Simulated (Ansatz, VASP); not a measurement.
**Ta in VASP and in Ansatz**

Contents of INCAR:

```
ALGO = Fast
EDIFF = 1E-7
ENCUT = 520
GGA = PE
ISIF = 2
ISMEAR = 0
LASPH = T
LCHARG = F
LREAL = F
LWAVE = F
NBANDS = 12
NELM = 100
PREC = Accurate
SIGMA = 0.15
```

File KPOINTS:

```
k-points
0
Gamma
  22 22 22
```

POSCAR

```
Ta
1.0
   -1.6512800000      1.6512800000      1.6512800000
    1.6512800000     -1.6512800000      1.6512800000
    1.6512800000      1.6512800000     -1.6512800000
Ta
1
Direct
    0.0000000000      0.0000000000      0.0000000000
```

Input for Ansatz:

```yaml
crystal:
  lattice:
    - [-1.65128, 1.65128, 1.65128]
    - [1.65128, -1.65128, 1.65128]
    - [1.65128, 1.65128, -1.65128]
  atoms:
    - { symbol: Ta, position: [0.0, 0.0, 0.0] }
basis:
  ecutwfc: 420
kpoints:
  mp_grid: { grid: [22, 22, 22] }
hamiltonian:
  xc: pbe
scf:
  occupations: { method: gaussian, width: 0.15 }
output:
  forces: true
  stress: true
  eigenvalues: true
```

Alike in both runs: task single point; functional PBE; k mesh 22 × 22 × 22; occupations gaussian, width 0.15 eV; no spin polarisation.

|  | VASP | Ansatz |
| --- | --- | --- |
| version | VASP 6.6.1 | Ansatz 0.2.0 |
| potentials or method | VASP PAW PBE potentials, release 64 (Ta_pv) | scalar-relativistic, plane waves, PAW |
| plane-wave cutoff (eV) | 520 | 420 |
| valence electrons in the cell | 11 | 13 |

VASP gave:

| Item | Value |
| --- | --- |
| gap on the k mesh at the Fermi level (eV) | none |
| pressure (GPa) | 3.3 |

Q: What did Ansatz give for the same quantities?

A: gap on the k mesh at the Fermi level (eV): none; pressure (GPa): 3.2.

A gap of «none» marks a metal or a gap that the smearing closes. The functional is the same, so the differences come from potentials, cutoffs and numerics. The two sets of potentials don't hold the same shells in valence.

The runs have no spin-orbit coupling, so splittings on Ta are missing.
